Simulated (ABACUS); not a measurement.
W: equation of state with revTPSS

W:

```
W
1.0
    -1.58234    1.58234    1.58234
     1.58234   -1.58234    1.58234
     1.58234    1.58234   -1.58234
W
1
Direct
  0.00000 0.00000 0.00000
```

```yaml
Program: ABACUS 3.10.1
Task: equation of state
Functional: revTPSS
Potentials_or_basis: SG15 ONCV 1.2 PBE
Cutoff: 1170 eV
Density_cutoff: 4680 eV
Basis: plane waves
k_mesh: 8 × 8 × 8
Occupations: fermi-dirac, width 0.05 eV
Spin: no spin polarisation
Radial_cutoff_of_the_potentials_pseudo_rcut: 10 bohr
SCF_threshold_on_the_density: 1e-08
Max_SCF_steps: 100
Eigensolver: dav
Mixing: broyden
Mixing_share: 0.7
Symmetry_key: 1
Bands: 18
```

```
Equilibrium volume                      : 15.65 Å³/atom
Bulk modulus                            : 313 GPa
Pressure derivative of the bulk modulus : 3.2 (rough: it moves with the points fitted)
```

Energy against volume, from the lowest point:
| volume (Å³/atom) | energy (meV/atom) |
| --- | --- |
| 14.897 | 36.76 |
| 15.531 | 0.00 |
| 16.165 | 15.20 |
| 16.798 | 74.25 |

All runs of the series together: 32 s on 4 threads of Intel(R) Xeon(R) Platinum 8375C CPU @ 2.90GHz (Ice Lake), on a shared host.

Caveat: the potentials were made for another functional, which shifts forces and pressure. Spin-orbit coupling is left out, which matters for the levels of W.
